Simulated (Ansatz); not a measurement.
# C: what symmetry allows forces and stress to be

```yaml
crystal:
  lattice:
    - [2.47000, 0.00000, 0.00000]
    - [-1.23500, 2.13908, 0.00000]
    - [0.00000, 0.00000, 6.79000]
  atoms:
    - { symbol: C, position: [0.03506, 0.07012, 0.00000] }
    - { symbol: C, position: [0.00000, 0.00000, 0.50000] }
    - { symbol: C, position: [0.33333, 0.66667, 0.00500] }
    - { symbol: C, position: [0.66667, 0.33333, 0.50500] }
```

The calculation used DFT PBE, scalar-relativistic, plane waves, PAW in Ansatz.

Plane waves to 420 eV, a k mesh through Γ of 18×18×6 on the computed 4-atom cell and Gaussian smearing (0.10 eV); no spin polarisation.

This distorted cell has space group Cm, with 2 operations.

Without a calculation: in which directions can each atom feel a force?

A force must be left unchanged by every operation that keeps its atom in place, so it lies in the space that those operations leave fixed. Atoms that the group maps onto each other feel forces of one size.
```json
{"atom": "C1", "site symmetry": "m", "operations at the site": "2", "equivalent to atom": "1", "allowed force (Cartesian)": "in the plane normal to (1.00, 0.00, 0.00)"}
{"atom": "C2", "site symmetry": "m", "operations at the site": "2", "equivalent to atom": "2", "allowed force (Cartesian)": "in the plane normal to (1.00, 0.00, 0.00)"}
{"atom": "C3", "site symmetry": "m", "operations at the site": "2", "equivalent to atom": "3", "allowed force (Cartesian)": "in the plane normal to (1.00, 0.00, 0.00)"}
{"atom": "C4", "site symmetry": "m", "operations at the site": "2", "equivalent to atom": "4", "allowed force (Cartesian)": "in the plane normal to (1.00, 0.00, 0.00)"}
```

That leaves 8 independent force components of 12, tied by 2 conditions that the forces sum to zero, so 6 remain. A relaxation in this cell that keeps the symmetry moves the atoms in these directions alone.

And the stress tensor?

It must be invariant under the point group, which leaves 4 independent components: xz, xy vanish.

Do the computed values obey this?

Yes. Forces (eV/Å):
```
C1   0.000 -9.441  0.476
C2   0.000 -0.023  0.570
C3   0.000  9.451 -0.476
C4   0.000  0.012 -0.570
```

Stress (GPa, compression positive, xx yy zz yz xz xy): -2.98 16.47 2.98 1.43 0.00 0.00. The program imposes the same operations on density, forces and stress, so this confirms the analysis and is no independent test of the calculation.

The cell holds layers, and where no dispersion correction was added their binding is poorly described.